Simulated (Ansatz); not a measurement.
**MoS2: a dynamics run in two tries**

The task is a short trajectory. The start is the crystal (P6_3/mmc), its volume scaled by 1.05.

Method: DFT PBE, plane waves, PAW, scalar-relativistic, no spin polarisation, in Ansatz 0.2.0.

### Step 1. Starting point

The cell holds 24 atoms (Mo8S16): a = 6.442 Å, b = 5.579 Å, c = 12.526 Å, α = 90.00°, β = 90.00°, γ = 90.00°.

Coordinates:

```xyz
24
Lattice="-3.2210 -5.5789 0.0000 4.8314 -2.7894 0.0000 0.0000 0.0000 12.5261" Properties=species:S:1:pos:R:3 pbc="T T T"
Mo   -0.3582   -3.1136    2.8073
Mo    2.0149   -4.3509    9.9106
S     0.4525   -3.3768    8.1589
S     1.6427   -4.3430    1.3944
S     0.1731   -3.2319   11.2399
S     1.5512   -4.4231    4.1368
Mo    3.2773   -3.2022    2.9633
Mo    0.4115   -1.3141   10.0197
S     3.7590   -3.7410    8.4482
S     0.2561   -1.4063    1.4622
S     3.4525   -3.3972   11.4497
S    -0.5401   -1.5521    4.8305
Mo    1.5990   -0.3034    3.4440
Mo    3.4299   -1.7333    9.5113
S     1.8178   -0.7975    8.4270
S     2.8073   -1.4832    1.2661
S     2.3735   -0.5647   11.1496
S     3.3537   -1.4827    4.8310
Mo    1.5976   -6.0834    2.9825
Mo   -1.3925   -4.3086    9.6405
S     2.0056   -5.9237    8.0704
S    -1.5482   -4.6568    1.6138
S     1.7464   -6.1651   11.2843
S    -2.0947   -4.1033    5.2999
```

### Step 2. The run

Contents of input.yaml:

```yaml
crystal:
  lattice:
    - [-3.22096, -5.578866, 0.0]
    - [4.83144, -2.789433, 0.0]
    - [0.0, 0.0, 12.526069]
  atoms:
    - { symbol: Mo, position: [0.44637922, 0.2234373, 0.22412006] }
    - { symbol: Mo, position: [0.42852485, 0.70272565, 0.79120029] }
    - { symbol: S, position: [0.41883924, 0.37288627, 0.65135331] }
    - { symbol: S, position: [0.45634813, 0.64424253, 0.1113168] }
    - { symbol: S, position: [0.42104443, 0.31652189, 0.89731895] }
    - { symbol: S, position: [0.47422246, 0.63722135, 0.33025173] }
    - { symbol: Mo, position: [0.1761142, 0.79574641, 0.23657309] }
    - { symbol: Mo, position: [0.14472214, 0.18164315, 0.79990844] }
    - { symbol: S, position: [0.21116632, 0.91880669, 0.6744496] }
    - { symbol: S, position: [0.16917833, 0.16579851, 0.11673237] }
    - { symbol: S, position: [0.18873213, 0.84041993, 0.91407184] }
    - { symbol: S, position: [0.25058392, 0.05526908, 0.38563492] }
    - { symbol: Mo, position: [-0.08331558, 0.2754154, 0.27494649] }
    - { symbol: Mo, position: [-0.03319891, 0.68777409, 0.75932144] }
    - { symbol: S, position: [-0.0338803, 0.35364907, 0.67275442] }
    - { symbol: S, position: [-0.01848982, 0.56871505, 0.10107658] }
    - { symbol: S, position: [-0.10830485, 0.41906554, 0.89011074] }
    - { symbol: S, position: [-0.06098155, 0.65348724, 0.38567674] }
    - { symbol: Mo, position: [0.69382776, 0.79322158, 0.23810653] }
    - { symbol: Mo, position: [0.68731296, 0.16999726, 0.76963543] }
    - { symbol: S, position: [0.64068831, 0.84224609, 0.64429224] }
    - { symbol: S, position: [0.74621137, 0.17703797, 0.12883497] }
    - { symbol: S, position: [0.69325757, 0.8236324, 0.90086609] }
    - { symbol: S, position: [0.71422003, 0.04258122, 0.42311197] }
basis:
  ecutwfc: 420.0
kpoints:
  mp_grid: { grid: [2, 3, 1] }
hamiltonian:
  xc: pbe
  pseudopotentials: { kind: paw, azcp: { folder: soft_1 } }
scf:
  occupations: { method: fermi_dirac, width: 0.3 }
  lower_state_search: "off"
  max_iter: 3
md:
  timestep: 1.5
  n_steps: 25
  ensemble: nvt_langevin
  temperature: 2800.0
  initial_velocities: maxwell_boltzmann
  seed: 745782
  friction: 0.02
```

Run with:

```console
ansatz run input.yaml --threads 2 --pin off --max-ram 5120MiB --backend cpu --events-out ev --progress --plain --runs-dir out
```

What does the calculation give? Wanted: first try.

The runs gave:

| quantity | value |
| --- | --- |
| first try | not converged |
| cause | the cap on SCF cycles is too low for any step to converge |

In words: The program did not catch the first fault at the input check, so it cost a run.
